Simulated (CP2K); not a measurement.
The system is Ta.

```
Ta
1.0
     2.86010    0.00000    0.00000
    -0.95337    2.69653    0.00000
    -0.95337   -1.34826    2.33526
Ta
1
Direct
  0.00000 0.00000 0.00000
```

Base run:

```yaml
Program: CP2K 2026.2
Functional: PBE
Dispersion: D3(BJ)
Potentials_or_basis: POTENTIAL_UZH Ta GTH-PBE-q13; TZVP-MOLOPT-PBE-GTH basis
Density_cutoff: 6123 eV
k_mesh: 11 × 11 × 11
Occupations: fermi-dirac, width 0.05 eV
Spin: no spin polarisation
```

Its results: band gap on the k mesh none (metal or under the smearing width); pressure -4.6 GPa.

After a change of settings the same cell gave: band gap on the k mesh none (metal or under the smearing width); pressure 0.1 GPa. Which change was it?
A. dispersion from D3(BJ) to rVV10
B. dispersion from D3(BJ) to none
C. dispersion from D3(BJ) to D4
D. dispersion from D3(BJ) to D3

A.

Caveats: the basis of atomic orbitals isn't converged, which shifts pressures, moduli and gaps; pairwise dispersion overbinds metals, which lowers pressure and volume.
